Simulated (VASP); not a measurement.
# From VASP inputs to Ansatz: SiC (CsCl)

INCAR

```
ISMEAR = -1
PREC = Accurate
EDIFF = 1E-7
SIGMA = 0.02
NBANDS = 11
NELM = 120
LWAVE = .FALSE.
ISIF = 2
NSW = 0
GGA = CA
ENCUT = 520
LCHARG = .FALSE.
LASPH = .TRUE.
LREAL = .FALSE.
IBRION = -1
```

KPOINTS

```
KPOINTS created by Atomic Simulation Environment
0
Gamma
10 10 10
0 0 0
```

KPOINTS_OPT

```
special points
7
Reciprocal
0.0000000000 0.0000000000 0.0000000000 1
0.0000000000 0.5000000000 0.0000000000 1
0.5000000000 0.5000000000 0.0000000000 1
0.5000000000 0.5000000000 0.5000000000 1
0.1500000000 0.5000000000 0.0000000000 1
0.5000000000 0.5000000000 0.3500000000 1
0.3000000000 0.4000000000 -0.5000000000 1
```

POSCAR

```
Si C
 1.0000000000000000
     2.6201228653549338    0.0000000000000000   -0.0000000000000000
     0.0000000000000000    2.6201228653549338    0.0000000000000000
    -0.0000000000000000    0.0000000000000000    2.6201228653549338
 Si  C
   1   1
Cartesian
  0.0000000000000000 -0.0000000000000000 -0.0000000000000000
  1.3100614326774669  1.3100614326774669  1.3100614326774669
```

VASP ran with the recommended LDA PAW datasets (8 valence electrons in the cell).

Problem. Write an Ansatz input for this cell and level of theory.

Solution. 

```yaml
crystal:
  lattice:
    - [2.6201228654, 0.0, 0.0]
    - [0.0, 2.6201228654, 0.0]
    - [0.0, 0.0, 2.6201228654]
  atoms:
    - { symbol: Si, position: [0.0, 0.0, 0.0] }
    - { symbol: C, position: [0.5, 0.5, 0.5] }
kpoints:
  mp_grid: { grid: [10, 10, 10] }
  band_path:
    path:
      - [0.0, 0.0, 0.0]
      - [0.0, 0.5, 0.0]
      - [0.5, 0.5, 0.0]
      - [0.5, 0.5, 0.5]
      - [0.15, 0.5, 0.0]
      - [0.5, 0.5, 0.35]
      - [0.3, 0.4, -0.5]
    npoints: 1
hamiltonian:
  xc: lda
scf:
  occupations: { method: fermi_dirac, width: 0.02 }
  n_extra_bands: 4
output:
  forces: true
  stress: true
  eigenvalues: true
```

Other inputs would serve too.

|  | VASP | Ansatz |
| --- | --- | --- |
| gap between bands v and c | -3.87 eV (bands overlap: a metal) | -3.87 eV (bands overlap: a metal) |
| least direct gap | 0.03 eV | 0.03 eV |
| pressure | -2.5 GPa | -3.0 GPa |

Each program uses its own PAW datasets. VASP's cell holds 8 valence electrons and Ansatz's 8. LDA means the Perdew–Zunger form with relativistic exchange in VASP and the Perdew–Wang form in Ansatz. Ansatz's stress includes a Pulay correction; VASP's doesn't.
